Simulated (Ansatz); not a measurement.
WS2, a slab with vacuum:

```xyz
3
Lattice="3.1835 0.0000 0.0000 -1.5918 2.7570 0.0000 0.0000 0.0000 16.9506" Properties=species:S:1:pos:R:3 pbc="T T T"
W     0.0000    0.0000    0.0000
S     0.0000    1.8380    1.5595
S     0.0000    1.8380   15.3911
```

```yaml
Program: Ansatz 0.2.0
Task: single point
Functional: PBEsol
Potentials_or_basis: all-electron LAPW, scalar-relativistic
Cutoff: 283 eV (chosen from the basis error)
Basis_error_allowed: 0.001 eV/atom
k_mesh: 10 × 10 × 2
Occupations: fermi-dirac, width 0.05 eV
Spin: no spin polarisation
```

On this cell: largest force 0.124 eV/Å; band gap on the k mesh 1.99 eV, indirect (least direct gap 2.15 eV).

The same run follows on a disturbed copy (atoms moved at random, drawn with an rms of 0.05 Å):

```
W S
1.0
     3.18352    0.00000    0.00000
    -1.59176    2.75701    0.00000
     0.00000    0.00000   16.95058
W S
1 2
Direct
  0.99775 0.00096 0.99765
  0.33985 0.65947 0.09287
  0.33153 0.65848 0.90878
```

Problem. What does the disturbed cell give?

Solution. The energy moves by +20.7 meV/atom; largest force 1.878 eV/Å; band gap on the k mesh 1.91 eV, indirect (least direct gap 2.13 eV).

Forces on the atoms (eV/Å):
```
W    0.567 -0.508  1.717
S   -0.368  0.204 -0.929
S   -0.199  0.304 -0.788
```

Stress tensor (GPa, compression positive):
```
-1.44  0.18 -0.32
 0.18 -1.08 -0.14
-0.32 -0.14 -0.33
```

Caveats: spin-orbit coupling is left out, which moves the levels of the heavy elements.

A k mesh can miss the band edges.
